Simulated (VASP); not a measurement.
A VASP calculation is set up with these files.

### POSCAR
```
AlSb
1.0
  0.0000000000   3.1158353982   3.1158353982
  3.1158353982   0.0000000000   3.1158353982
  3.1158353982   3.1158353982   0.0000000000
Al Sb
1 1
Cartesian
  0.0000000000   0.0000000000   0.0000000000
  1.5579176991   1.4829176990   1.5579176991
```

**INCAR**
```
GGA  =  PE   # PBE
LCHARG  =  .False.
PREC  =  Accurate
SIGMA  =  0.05
LASPH  =  .True.
EDIFF  =  1E-7   # SCF stop (eV)
ALGO  =  Normal
LREAL  =  .False.
ENCUT  =  480
ISMEAR  =  0   # Gaussian
ISIF  =  2
SYSTEM  =  AlSb
LMAXMIX  =  4
NELM  =  100   # most electronic steps
LWAVE  =  .False.
```

**KPOINTS**
```
Regular mesh
0
G
  8 8 8
```

POTCAR, in this order: Al Sb (PBE.64 set). Program: vasp_std.

Problem. Write an equivalent input for Ansatz.

Solution. One equivalent input (not run):
Ansatz 0.2 input:
```yaml
crystal:
  lattice:
    - [0.0000000, 3.1158354, 3.1158354]
    - [3.1158354, 0.0000000, 3.1158354]
    - [3.1158354, 3.1158354, 0.0000000]
  atoms:
    - { symbol: Al, position: [0.0000000, 0.0000000, 0.0000000] }
    - { symbol: Sb, position: [0.2379647, 0.2620353, 0.2379647] }
kpoints:
  mp_grid: { grid: [8, 8, 8] }
hamiltonian:
  xc: pbe
  pseudopotentials: { kind: paw }
scf:
  occupations: { method: gaussian, width: 0.05 }
  max_iter: 100
output: { forces: true, stress: true, eigenvalues: true }
```
The two are equivalent in intent, not identical: each code has its own PAW files, so the cut-off isn't converted (ENCUT is set for VASP's; basis.ecutwfc is left out, and Ansatz then takes the one that its files recommend); Ansatz stops its SCF on the density residual and VASP on the energy change (EDIFF).

The compound is AlSb in the zinc blende structure. This cell was strained or had an atom moved on purpose.
